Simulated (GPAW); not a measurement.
# TiNi (Pm-3m) in GPAW: equation of state

Aim: energy against volume of TiNi in PBEsol, for its equilibrium volume and stiffness.

Program: GPAW 26.7.0. These are calculated values, not measurements. Logs are shortened: lines on timing, memory, paths and dates and some standing lists are left out, and cuts for length are marked. The log counts tension as positive stress, the text compression.

**1. Starting point**

Symmetry: Pm-3m, No. 221, cubic system. The conventional cell has a = 2.988 Å, b = 2.988 Å, c = 2.988 Å, α = 90.00°, β = 90.00°, γ = 90.00°. Ni (site symmetry m-3m) is surrounded by 8 Ti at 2.59 Å. Ti (site symmetry m-3m) is surrounded by 8 Ni at 2.59 Å.

The cell comes from a database or a generator and needn't be the stable form of this composition.

**2. Equation of state, PBEsol, collinear spin, ferromagnetic start**

run.py reads:

```python
from ase import Atoms
from ase.eos import EquationOfState
from ase.io import Trajectory
from ase.units import GPa
from gpaw import GPAW, PW, setup_paths

setup_paths.insert(0, '.')

atoms = Atoms(['Ni', 'Ti'],
              cell=[[2.98806613, 0.0, 0.0],
                    [0.0, 2.98806613, 0.0],
                    [0.0, 0.0, 2.98806613]],
              scaled_positions=[[0.0, 0.0, 0.0],
                                [0.5, 0.5, 0.5]],
              pbc=True)
atoms.set_initial_magnetic_moments([1.0, 1.0])

traj = Trajectory('eos.traj', 'w')
volumes, energies = [], []
for x in [0.94, 0.96, 0.98, 1.0, 1.02, 1.04, 1.06]:
    a = atoms.copy()
    a.set_cell(atoms.cell * x**(1 / 3), scale_atoms=True)
    calc = GPAW(mode=PW(600),
                xc='PBEsol',
                kpts={'size': (9, 9, 9), 'gamma': True},
                occupations={'name': 'fermi-dirac', 'width': 0.05},
                nbands=27,
                convergence={'density': 1e-05, 'energy': 1e-05},
                maxiter=150,
                txt=f'eos-{x:.2f}.txt')
    a.calc = calc
    energies.append(a.get_potential_energy(force_consistent=True))
    volumes.append(a.get_volume())
    p = -a.get_stress()[:3].mean() / GPa
    calc.write(f'eos-{x:.2f}.gpw')
    traj.write(a)
    print(f'{x:.2f} {volumes[-1]:10.4f} A^3 {energies[-1]:14.6f} eV {p:9.3f} GPa', flush=True)

v0, e0, B = EquationOfState(volumes, energies, eos='birchmurnaghan').fit()
print(f'V0 = {v0:.4f} A^3, E0 = {e0:.6f} eV, B0 = {B / GPa:.2f} GPa')
```

Potentials or basis: PAW data sets generated in the run's folder for this functional, pw.

Run with:

```sh
gpaw-setup -f PBEsol Ni Ti
OMP_NUM_THREADS=1 python run.py
```

Log:

```text
__  _  _
 | _ |_)|_||  |
 |__||  | ||/\| - 26.7.0

Input parameters:
  mode=PW(ecut=600.0),
  convergence={'density': 1e-05, 'energy': 1e-05},
  kpts=MonkhorstPack(size=(9, 9, 9), gamma=True),
  maxiter=150,
  nbands=27,
  occupations=Occupations(name='fermi-dirac', width=0.05),
  xc=XC(name='PBEsol')

Diagonalizing LCAO Hamiltonian
Converting LCAO to pw mode
   .------.
  /|      |
 * |      |
 | |  Ti  |
 | .------.
 |/      /
 Ni-----*

Atoms  # Å, Bohr magnetons
|   | symbol |        x |        y |        z |    initial magnetic moments |
|---|--------|----------|----------|----------|-----------------------------|
| 0 |     Ni | 0.000000 | 0.000000 | 0.000000 | ( 0.0000,  0.0000,  1.0000) |
| 1 |     Ti | 1.463534 | 1.463534 | 1.463534 | ( 0.0000,  0.0000,  1.0000) |

Unit cell  # Å
| periodic |        x |        y |        z |  lengths |    angles |
|----------|----------|----------|----------|----------|-----------|
|      yes | 2.927068 | 0.000000 | 0.000000 | 2.927068 | 90.000000 |
|      yes | 0.000000 | 2.927068 | 0.000000 | 2.927068 | 90.000000 |
|      yes | 0.000000 | 0.000000 | 2.927068 | 2.927068 | 90.000000 |

Number of symmetries: 48
Symmetry operations  # r_c * U_cc + t_c -> r_c
|    | kind |            matrix            |
|----|------|------------------------------|
|  0 |  E   |  1, 0, 0,  0, 1, 0,  0, 0, 1 |
|  1 |  σ   |  1, 0, 0,  0, 1, 0,  0, 0,-1 |
|  2 |  σ   |  1, 0, 0,  0, 0, 1,  0, 1, 0 |
|  3 |  C4  |  1, 0, 0,  0, 0, 1,  0,-1, 0 |
|  4 |  C4  |  1, 0, 0,  0, 0,-1,  0, 1, 0 |
|  5 |  σ   |  1, 0, 0,  0, 0,-1,  0,-1, 0 |
|  6 |  σ   |  1, 0, 0,  0,-1, 0,  0, 0, 1 |
|  7 |  C2  |  1, 0, 0,  0,-1, 0,  0, 0,-1 |
|  8 |  σ   |  0, 1, 0,  1, 0, 0,  0, 0, 1 |
|  9 |  C2  |  0, 1, 0,  1, 0, 0,  0, 0,-1 |
| 10 |  C3  |  0, 1, 0,  0, 0, 1,  1, 0, 0 |
| 11 |  S6  |  0, 1, 0,  0, 0, 1, -1, 0, 0 |
| 12 |  S6  |  0, 1, 0,  0, 0,-1,  1, 0, 0 |
| 13 |  C3  |  0, 1, 0,  0, 0,-1, -1, 0, 0 |
| 14 |  C4  |  0, 1, 0, -1, 0, 0,  0, 0, 1 |
| 15 |  S4  |  0, 1, 0, -1, 0, 0,  0, 0,-1 |
| 16 |  C3  |  0, 0, 1,  1, 0, 0,  0, 1, 0 |
| 17 |  S6  |  0, 0, 1,  1, 0, 0,  0,-1, 0 |
| 18 |  σ   |  0, 0, 1,  0, 1, 0,  1, 0, 0 |
| 19 |  C4  |  0, 0, 1,  0, 1, 0, -1, 0, 0 |
| 20 |  C2  |  0, 0, 1,  0,-1, 0,  1, 0, 0 |
| 21 |  S4  |  0, 0, 1,  0,-1, 0, -1, 0, 0 |
| 22 |  S6  |  0, 0, 1, -1, 0, 0,  0, 1, 0 |
| 23 |  C3  |  0, 0, 1, -1, 0, 0,  0,-1, 0 |
| 24 |  S6  |  0, 0,-1,  1, 0, 0,  0, 1, 0 |
| 25 |  C3  |  0, 0,-1,  1, 0, 0,  0,-1, 0 |
| 26 |  C4  |  0, 0,-1,  0, 1, 0,  1, 0, 0 |
| 27 |  σ   |  0, 0,-1,  0, 1, 0, -1, 0, 0 |
| 28 |  S4  |  0, 0,-1,  0,-1, 0,  1, 0, 0 |
| 29 |  C2  |  0, 0,-1,  0,-1, 0, -1, 0, 0 |
| 30 |  C3  |  0, 0,-1, -1, 0, 0,  0, 1, 0 |
| 31 |  S6  |  0, 0,-1, -1, 0, 0,  0,-1, 0 |
| 32 |  C4  |  0,-1, 0,  1, 0, 0,  0, 0, 1 |
| 33 |  S4  |  0,-1, 0,  1, 0, 0,  0, 0,-1 |
| 34 |  S6  |  0,-1, 0,  0, 0, 1,  1, 0, 0 |
| 35 |  C3  |  0,-1, 0,  0, 0, 1, -1, 0, 0 |
| 36 |  C3  |  0,-1, 0,  0, 0,-1,  1, 0, 0 |
| 37 |  S6  |  0,-1, 0,  0, 0,-1, -1, 0, 0 |
| 38 |  σ   |  0,-1, 0, -1, 0, 0,  0, 0, 1 |
| 39 |  C2  |  0,-1, 0, -1, 0, 0,  0, 0,-1 |
| 40 |  σ   | -1, 0, 0,  0, 1, 0,  0, 0, 1 |
| 41 |  C2  | -1, 0, 0,  0, 1, 0,  0, 0,-1 |
| 42 |  C2  | -1, 0, 0,  0, 0, 1,  0, 1, 0 |
| 43 |  S4  | -1, 0, 0,  0, 0, 1,  0,-1, 0 |
| 44 |  S4  | -1, 0, 0,  0, 0,-1,  0, 1, 0 |
| 45 |  C2  | -1, 0, 0,  0, 0,-1,  0,-1, 0 |
| 46 |  C2  | -1, 0, 0,  0,-1, 0,  0, 0, 1 |
| 47 |  i   | -1, 0, 0,  0,-1, 0,  0, 0,-1 |

BZ-sampling:
  Number of BZ points: 729
  Number of IBZ points: 35

  Monkhorst-Pack size: [9, 9, 9]
  Monkhorst-Pack shift: [0, 0, 0]

K-points  # in reciprocal-cell coordinates
|     |                                coordinates |     weight |
|-----|--------------------------------------------|------------|
|   0 | (  0.00000000,   0.00000000,   0.00000000) | 0.00137174 |
|   1 | (  0.11111111,   0.00000000,   0.00000000) | 0.00823045 |
|   2 | (  0.11111111,   0.11111111,   0.00000000) | 0.01646091 |
|   3 | (  0.11111111,   0.11111111,   0.11111111) | 0.01097394 |
|   4 | (  0.22222222,   0.00000000,   0.00000000) | 0.00823045 |
|   5 | (  0.22222222,   0.11111111,   0.00000000) | 0.03292181 |
|   6 | (  0.22222222,   0.11111111,   0.11111111) | 0.03292181 |
|   7 | (  0.22222222,   0.22222222,   0.00000000) | 0.01646091 |
|   8 | (  0.22222222,   0.22222222,   0.11111111) | 0.03292181 |
|   9 | (  0.22222222,   0.22222222,   0.22222222) | 0.01097394 |
| ... |                                            |            |
|  34 | (  0.44444444,   0.44444444,   0.44444444) | 0.01097394 |

Plane wave coefficients: 861
Cutoff: 600.0 eV

Spin-components: 2 (collinear spins)
Bands:           27
Projectors:      12
Spin-degeneracy: 1
Datatype:        complex128

Parallelization:
  kpt:    1
  domain: 1
  band:   1

Density:
  Valence electrons: 28.0
  Components: 2
  Grid points: [18 18 18]
  Charge: 0.0  # |e|

Potential:
  Grid points: [18 18 18]

species:
  Ni:
    name:    Nickel
    Z:       28.0
    valence: 16
    core:    12
    charge:  0.0  # [|e|]
    compensation charges:
      type: gauss
      rc: 0.36  # [Å]
      lmax: 2
    cutoffs:
      filter: 2.14  # [Å]
      core: 1.98  # [Å]
    projectors
    | kind |    occ | energy [eV] | rcut [Å] |
    |------|--------|-------------|----------|
    |   4s |  2.000 |      -5.661 |    1.164 |
    |   3p |  6.000 |     -71.261 |    1.207 |
    |   4p |  0.000 |      -1.193 |    1.207 |
    |   3d |  8.000 |      -8.901 |    1.138 |
    |    s |        |      21.550 |    1.164 |
    |    d |        |      18.310 |    1.138 |

    Using partial waves for Ni as LCAO basis

  Ti:
    name:    Titanium
    Z:       22.0
    valence: 12
    core:    10
    charge:  0.0  # [|e|]
    compensation charges:
      type: gauss
      rc: 0.38  # [Å]
      lmax: 2
    cutoffs:
      filter: 2.23  # [Å]
      core: 1.02  # [Å]
    projectors
    | kind |    occ | energy [eV] | rcut [Å] |
    |------|--------|-------------|----------|
    |   3s |  2.000 |     -62.441 |    1.270 |
    |   4s |  2.000 |      -4.477 |    1.270 |
    |   3p |  6.000 |     -38.776 |    1.058 |
    |   4p |  0.000 |      -1.449 |    1.058 |
    |   3d |  2.000 |      -4.275 |    1.058 |
    |    d |        |      22.937 |    1.058 |

    Using partial waves for Ti as LCAO basis

Reference energy: -64530.336478  # eV

eigensolver:
  PPCG
  Converge bands: occupied
  niter=2

density mixing:
  MSR1-Mixer
  Pratt-step length: 0.05
  Maximum mixing coefficient: 0.75
  Old densities: 10
  SVD Regularization: 0.005
  Good broyden scale: 1.0
  Trust region scale: 1.0
  Backstep threshold: 4.0
  History deletion threshold: 6.0
  Fourier metric: weight=20.0, sigma=0.015

occupation numbers:
  Fermi-Dirac:
    width: 0.0500  # eV

poisson solver:
  ecut: 4800.0  # eV

xc functional:
  name: PBEsol with 2 nearest neighbor stencil

convergence criteria:
- Maximum integral of absolute [dens]ity change: 1e-05 electrons / valence electron
- Maximum [total energy] change in last 3 cyles: 1e-05 eV / valence electron
- Maximum integral of absolute [eigenst]ate change: 4e-08 eV^2 / valence electron
maximum number of iterations: 150

SCF iterations
|iter     | |      energy | eigst |  dens |  magmom |
|---------|-|-------------|-------|-------|---------|
|iter:   1| |  -16.485440 | +0.06 |       |  +2.0042|
|iter:   2| |  -16.003110 | -2.40 | -0.95 |  +1.9340|
|iter:   3| |  -15.674742 | -2.37 | -1.04 |  +1.6299|
|iter:   4| |  -15.750858 | -2.97 | -1.33 |  +1.2594|
|iter:   5| |  -15.804131 | -3.10 | -1.51 |  +0.9162|
|iter:   6| |  -15.827177 | -3.00 | -1.70 |  +0.4735|
|iter:   7| |  -15.825426 | -4.09 | -2.03 |  +0.3636|
|iter:   8| |  -15.829241 | -4.14 | -2.30 |  +0.1356|
|iter:   9| |  -15.829423 | -4.78 | -2.57 |  +0.0810|
|iter:  10| |  -15.829518c| -5.42 | -2.89 |  +0.0468|
|iter:  11| |  -15.829584c| -5.45 | -3.34 |  -0.0020|
|iter:  12| |  -15.829583c| -6.96 | -3.53 |  -0.0037|
|iter:  13| |  -15.829585c| -7.65c| -4.07 |  -0.0009|
|iter:  14| |  -15.829585c| -8.00c| -4.92 |  -0.0003|
|iter:  15| |  -15.829585c| -8.40c| -5.39c|  -0.0000|

Converged in 15 steps
Energy contributions relative to reference atoms: (reference = -64530.336478)

Energy contributions:
  Kinetic:          14.777865
  Coulomb:         -12.276535
  Zero:              0.145119
  External:          0.000000
  Xc:              -18.462686
  Entropy:          -0.026695
  Spinorbit:         0.000000
  ----------------------------
  Free energy:     -15.842932
  Extrapolated:    -15.829585

dipole moment: (-6.057999, -6.057999, -6.057999)  # |e|*Ang

Total magnetic moment: (0.000000, 0.000000, -0.000016)

Local magnetic moments
|        x |        y |         z |
|----------|----------|-----------|
| 0.000000 | 0.000000 | -0.000004 |  # Ni   0
| 0.000000 | 0.000000 | -0.000007 |  # Ti   1

Fermi level: 10.083
Eigenvalues  # (at kpt = [0.000, 0.000, 0.000])
| band index |      eig [eV] | occ [0-1] |      eig [eV] | occ [0-1] |
|------------|---------------|-----------|---------------|-----------|
|          0 |       -53.900 |     1.000 |       -53.900 |     1.000 |
|        ... |               |           |               |           |
|          5 |       -22.920 |     1.000 |       -22.920 |     1.000 |
|          6 |       -22.920 |     1.000 |       -22.920 |     1.000 |
|          7 |         1.891 |     1.000 |         1.891 |     1.000 |
|          8 |         5.766 |     1.000 |         5.766 |     1.000 |
|          9 |         5.766 |     1.000 |         5.766 |     1.000 |
|         10 |         7.892 |     1.000 |         7.892 |     1.000 |
|         11 |         7.892 |     1.000 |         7.892 |     1.000 |
|         12 |         7.892 |     1.000 |         7.892 |     1.000 |
|         13 |        10.562 |     0.000 |        10.562 |     0.000 |
|         14 |        10.562 |     0.000 |        10.562 |     0.000 |
|         15 |        12.930 |     0.000 |        12.930 |     0.000 |
|         16 |        12.930 |     0.000 |        12.930 |     0.000 |
|         17 |        12.930 |     0.000 |        12.930 |     0.000 |
|         18 |        19.073 |     0.000 |        19.073 |     0.000 |
|         19 |        19.073 |     0.000 |        19.073 |     0.000 |
|         20 |        19.073 |     0.000 |        19.073 |     0.000 |
|        ... |               |           |               |           |
|         26 |        31.637 |     0.000 |        31.637 |     0.000 |

No gap
No difference between direct/indirect transitions

Stress tensor  # eV/Ang^3
|         x |         y |         z |
|-----------|-----------|-----------|
| -0.058141 |  0.000000 |  0.000000 |
|  0.000000 | -0.058141 |  0.000000 |
|  0.000000 |  0.000000 | -0.058141 |

# Writing to eos-0.94.gpw (mode='')
```

Wall time 5.2 min (1 thread of Arm Neoverse V2, shared host); peak memory 0.27 GiB.

What came out:

- Equilibrium volume: 13.19 Å³/atom
- Bulk modulus: 177 GPa
- Pressure derivative of the bulk modulus: 4.3

Energy against volume, from the lowest point:
```tsv
volume (Å³/atom)	energy (meV/atom)
12.539	18.83
12.806	5.95
13.073	0.00
13.340	0.45
13.606	6.39
13.873	17.41
14.140	33.02
```

Caveat: the stock nickel data set gives pressures a few GPa off other programs.
